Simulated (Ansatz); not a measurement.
The system is TaN.

```
Ta N
1.0
     5.19600    0.00000    0.00000
    -2.59800    4.49987    0.00000
     0.00000    0.00000    2.91100
Ta N
3 3
Direct
  0.33333 0.66667 0.50000
  0.66667 0.33333 0.50000
  0.00000 0.00000 0.00000
  0.39285 0.00000 0.00000
  0.60715 0.60715 0.00000
  0.00000 0.39285 0.00000
```

Base run:

- Program: Ansatz 0.2.0
- Functional: r2SCAN
- Potentials or basis: Ansatz PAW
- Cutoff: 500 eV (not typed: the program's choice for these potentials)
- k mesh: 6 × 6 × 9
- Occupations: fermi-dirac, width 0.05 eV
- Spin: no spin polarisation

Its results: band gap on the k mesh none (metal or under the smearing width); pressure 0.3 GPa; largest force 0.031 eV/Å.

Q: The run is repeated on the same cell with these changes: functional from r2SCAN to PBEsol; cutoff from 500 eV (not typed: the program's choice for these potentials) to 420 eV (not typed: the program's choice for these potentials). What comes out?

A: Band gap on the k mesh none (metal or under the smearing width); pressure -3.8 GPa; largest force 0.017 eV/Å.

Caveats: the PAW data sets come from PBE, with cores solved anew for the run's functional, which leaves a small shift of forces and pressure; the density of states is complete only up to the lowest level of the last band computed.
